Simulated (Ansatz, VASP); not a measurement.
**One calculation of Al2O3, two programs**

File INCAR:

```
PREC     = Accurate       # precision mode
ENCUT    = 520            # plane-wave cutoff, eV
EDIFF    = 1E-7           # SCF threshold, eV
ISMEAR   = 0              # smearing method
SIGMA    = 0.05           # smearing width, eV
LREAL    = F              # projectors in reciprocal space
LASPH    = T              # aspherical terms in the spheres
NELM     = 60             # most SCF steps
ALGO     = Normal         # electronic algorithm
ISIF     = 2              # what is computed and relaxed
LWAVE    = F              # write WAVECAR
LCHARG   = F              # write CHGCAR
GGA      = PS             # functional
NBANDS   = 20             # bands
```

KPOINTS

```
Automatic mesh
0
Gamma
  12 12 4
```

The input POSCAR:

```
Al2O3
1.0
    3.0174825440      0.0000000000      0.0000000000
   -1.5087412720      2.6132165386      0.0000000000
    0.0000000000      0.0000000000      7.2716505621
Al O
2 3
Direct
    0.0000000000      0.0000000000      0.2779510000
    0.0000000000      0.0000000000      0.7220490000
    0.3333333333      0.6666666667      0.1994540000
    0.6666666667      0.3333333333      0.8005460000
    0.0000000000      0.0000000000      0.5000000000
```

Input for Ansatz:

```yaml
crystal:
  lattice:
    - [3.017482544, 0.0, 0.0]
    - [-1.508741272, 2.6132165386, 0.0]
    - [0.0, 0.0, 7.2716505621]
  atoms:
    - { symbol: Al, position: [0.0, 0.0, 0.277951] }
    - { symbol: Al, position: [0.0, 0.0, 0.722049] }
    - { symbol: O, position: [0.3333333333, 0.6666666667, 0.199454] }
    - { symbol: O, position: [0.6666666667, 0.3333333333, 0.800546] }
    - { symbol: O, position: [0.0, 0.0, 0.5] }
basis:
  ecutwfc: 420
kpoints:
  mp_grid: { grid: [12, 12, 4] }
hamiltonian:
  xc: pbesol
scf:
  occupations: { method: gaussian, width: 0.05 }
output:
  forces: true
  stress: true
  eigenvalues: true
```

Change from the starting cell: strain +0.000 along x and y, -0.040 along z, atoms carried along.

Alike in both runs: task single point; functional PBEsol; k mesh 12 × 12 × 4; occupations gaussian, width 0.05 eV; no spin polarisation.

|  | VASP | Ansatz |
| --- | --- | --- |
| version | VASP 6.6.1 | Ansatz 0.2.0 |
| potentials or method | VASP PAW PBE potentials, release 64 (Al, O) | scalar-relativistic, plane waves, PAW |
| plane-wave cutoff (eV) | 520 | 420 |
| valence electrons in the cell | 24 | 24 |

```csv
,VASP,Ansatz,Ansatz less VASP
gap on the k mesh at the Fermi level (eV),2.89,2.90,+0.009
least direct gap on the mesh (eV),2.89,2.90,+0.009
pressure (GPa),5.2,4.8,-0.42
largest component of the traceless stress (GPa),16.80,16.14,-0.654
rms of the force components (eV/Å),0.781,0.734,-0.0476
```

Atom by atom the forces differ by 0.048 eV/Å (rms over components).

Caveats: the PAW data sets were made with another functional, which shifts forces and pressure a little (VASP). A k mesh can miss the band edges.
